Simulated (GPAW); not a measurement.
Wanted: an ASE script for a GPAW 26.7.0 run.

- Task: dielectric tensor
- Functional: LDA
- Potentials or basis: the program's PAW data sets (release 1.2.1) made for this functional
- Cutoff: 450 eV
- Basis: pw
- k mesh: 7 × 7 × 7
- Occupations: fermi-dirac, width 0.001 eV
- Spin: no spin polarisation
- Response ecut: 80 eV
- Maxiter: 150
- Response k mesh: 21 × 21 × 21
- Response bands: 24
- Kernels: ["RPA"]
- Coarser k mesh: 21 × 21 × 21

The structure of Ge lies in Ge.xyz:

```xyz
2
Lattice="0.0000000000 2.8289100000 2.8289100000 2.8289100000 0.0000000000 2.8289100000 2.8289100000 2.8289100000 0.0000000000" Properties=species:S:1:pos:R:3 pbc="T T T"
Ge     4.2433650000      4.2433650000      4.2433650000
Ge     2.8289100000      2.8289100000      2.8289100000
```

These files were run (other wordings do the same):

run.py

```python
import numpy as np
from ase.dft.bandgap import bandgap
from ase.io import read, write
from gpaw import GPAW, PW
from gpaw.response.df import DielectricFunction

atoms = read('Ge.xyz')

calc = GPAW(mode=PW(450),
            xc='LDA',
            kpts={'size': (7, 7, 7), 'gamma': True},
            occupations={'name': 'fermi-dirac', 'width': 0.001},
            nbands=11,
            convergence={'density': 1e-06},
            maxiter=150,
            txt='gpaw.txt')
atoms.calc = calc
energy = atoms.get_potential_energy()
calc.write('gs.gpw')
write('result.traj', atoms)
print(f'Energy: {energy:.6f} eV')
print('Fermi level:', round(calc.get_fermi_level(), 4), 'eV')
print(f'Gap: {bandgap(calc)[0]:.4f} eV, direct: {bandgap(calc, direct=True)[0]:.4f} eV')

for size in [(21, 21, 21)]:
    name = 'x'.join(str(n) for n in size)
    dense = calc.fixed_density(kpts={'size': size, 'gamma': True},
                               nbands=30, convergence={'bands': 24, 'eigenstates': 1e-7},
                               update_fermi_level=True, txt=f'dense-{name}.txt')
    dense.write(f'{name}.gpw', mode='all')
    df = DielectricFunction(f'{name}.gpw', frequencies=np.array([0.0]), hilbert=False, eta=0.001,
                            ecut=80, nbands=24, intraband=False, txt=f'df-{name}.txt')
    for xc in ['RPA']:
        for direction in ['x', 'y', 'z', [0, 1, 1], [1, 0, 1], [1, 1, 0]]:
            e0, e = df.get_macroscopic_dielectric_constant(xc=xc, direction=direction)
            print(f'{name} {xc} {direction}: {e0:.4f} without, {e:.4f} with local fields')
```

Potentials or basis: the program's PAW data sets (release 1.2.1) made for this functional, pw.

Command:

```console
$ OMP_NUM_THREADS=1 python run.py
```

It gave:

```json
{
  "Band gap on the k mesh": "none (metal or under the smearing width)",
  "Electronic dielectric tensor (diagonal)": "41.64"
}
```

Caveat: the long-wavelength limit can be off by a per cent or two.

Wall time 110 s on 1 thread of Arm Neoverse V2, on a shared host, peak memory 0.4 GiB.
